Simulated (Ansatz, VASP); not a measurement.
Given: the input of a run of Ansatz 0.2.0 on InAs.

The input input.yaml:

```yaml
crystal:
  lattice:
    - [0.0, 3.0379873375, 3.0379873375]
    - [3.0379873375, 0.0, 3.0379873375]
    - [3.0379873375, 3.0379873375, 0.0]
  atoms:
    - { symbol: In, position: [0.0, 0.0, 0.0] }
    - { symbol: As, position: [0.75, 0.75, 0.75] }
hamiltonian:
  xc: pbe
  pseudopotentials: { kind: paw }
kpoints:
  mp_grid: { grid: [8, 8, 8] }
scf:
  occupations: { method: fermi_dirac, width: 0.05 }
output:
  forces: true
  stress: true
  eigenvalues: true
```

Potentials or basis: Ansatz PAW.

Run with:

```bash
$ ansatz run input.yaml --threads 1 --pin off --max-ram 3584MiB --backend cpu --events-out ev --progress --plain --runs-dir out
```

**Question.** Set up the same calculation for VASP 6.6.1. Potentials there: VASP PAW PBE potentials, release 64 (In_d, As).

**Answer.** As run (the cutoff follows the program's own potentials):

File INCAR:

```
  PREC = Accurate
  ENCUT = 520
  EDIFF = 1E-7
  ISMEAR = -1
  SIGMA = 0.05
  LREAL = False
  LASPH = True
  NELM = 60
  ALGO = Normal
  ISIF = 2
  LWAVE = False
  LCHARG = False
  GGA = PE
  NBANDS = 16
```

KPOINTS

```
Automatic mesh
0
Gamma
  8 8 8
```

POSCAR

```
InAs
1.0
    0.0000000000      3.0379873375      3.0379873375
    3.0379873375      0.0000000000      3.0379873375
    3.0379873375      3.0379873375      0.0000000000
In As
1 1
Direct
    0.0000000000      0.0000000000      0.0000000000
    0.7500000000      0.7500000000      0.7500000000
```

Potentials or basis: VASP PAW PBE potentials, release 64 (In_d, As).

The run is started by

```sh
$ cat potpaw_PBE.64/In_d/POTCAR potpaw_PBE.64/As/POTCAR > POTCAR
$ mpirun -np 1 vasp_std > vasp.out
```

Both were run:

|  | VASP | Ansatz | Ansatz less VASP |
| --- | --- | --- | --- |
| gap on the k mesh at the Fermi level (eV) | none | none | - |
| pressure (GPa) | 3.1 | 3.0 | -0.07 |

A gap of «none» marks a metal or a gap that the smearing closes. The two sets of potentials don't hold the same shells in valence.
